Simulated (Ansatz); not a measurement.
# Where the states of Pb lie

```xyz
2
Lattice="0.0000 3.4390 3.4390 3.4390 0.0000 3.4390 3.4390 3.4390 0.0000" Properties=species:S:1:pos:R:3 pbc="T T T"
Pb    0.0000    0.0000    0.0000
Pb    1.7195    1.7195    1.7195
```

The cell is the one relaxed in the Materials Project (mp-1247117), not relaxed further here; entries there can be hypothetical.

No spin–orbit coupling, which matters for the heavy atoms here.

Theory: DFT, PBE, all-electron LAPW, scalar-relativistic (Ansatz 0.2.0).

Sampling and basis: a Γ-centred 8×8×8 k mesh, Fermi–Dirac smearing of 0.05 eV, basis error target 0.25 meV/atom, no spin polarisation.

States per eV and cell, averaged over 0.4 eV, from -11.4 to 6.4 eV, with energies (bin centres) from the Fermi level; empty bins are left out. 

| E (eV) | total |
| --- | --- |
| -11.3 | 0.01 |
| -10.9 | 0.33 |
| -10.5 | 0.60 |
| -10.1 | 0.93 |
| -9.7 | 1.39 |
| -9.3 | 1.08 |
| -8.9 | 0.61 |
| -8.5 | 0.13 |
| -8.1 | 0.57 |
| -7.7 | 0.91 |
| -7.3 | 1.15 |
| -6.9 | 0.78 |
| -6.5 | 0.52 |
| -6.1 | 0.36 |
| -5.7 | 0.26 |
| -5.3 | 0.18 |
| -4.9 | 0.12 |
| -4.5 | 0.07 |
| -4.1 | 0.01 |
| -2.9 | 0.26 |
| -2.5 | 1.91 |
| -2.1 | 1.82 |
| -1.7 | 1.98 |
| -1.3 | 1.72 |
| -0.9 | 1.40 |
| -0.5 | 0.67 |
| -0.1 | 0.48 |
| 0.3 | 0.57 |
| 0.7 | 1.08 |
| 1.1 | 2.05 |
| 1.5 | 1.33 |
| 1.9 | 0.76 |
| 2.3 | 0.77 |
| 2.7 | 1.13 |
| 3.1 | 1.98 |
| 3.5 | 1.16 |
| 3.9 | 1.27 |
| 4.3 | 2.41 |
| 4.7 | 1.43 |
| 5.1 | 2.07 |
| 5.5 | 1.24 |
| 5.9 | 0.86 |
| 6.3 | 1.03 |
